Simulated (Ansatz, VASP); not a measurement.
CdS (Hawleyite): VASP beside Ansatz

```
Cd S
1.0
     0.00000    2.91650    2.91650
     2.91650    0.00000    2.91650
     2.91650    2.91650    0.00000
Cd S
1 1
Direct
  0.00000 0.00000 0.00000
  0.75000 0.75000 0.75000
```

Alike in both runs: task single point; functional PBE; k mesh 8 × 8 × 8; occupations fermi-dirac, width 0.05 eV; no spin polarisation.

|  | VASP | Ansatz |
| --- | --- | --- |
| version | VASP 6.6.1 | Ansatz 0.2.0 |
| potentials or method | VASP PAW PBE potentials, release 64 (Cd, S), cutoff 520 eV | all-electron LAPW, scalar-relativistic |

```tsv
	VASP	Ansatz	Ansatz less VASP
gap on the k mesh at the Fermi level (eV)	1.15	1.15	-0.004
least direct gap on the mesh (eV)	1.15	1.15	-0.004
pressure (GPa)	3.2	2.9	-0.35
```

Ansatz ran all-electron here, so the differences hold the error of VASP's frozen core and of both bases.

PBE gaps usually lie below the measured ones, often by a third to a half.
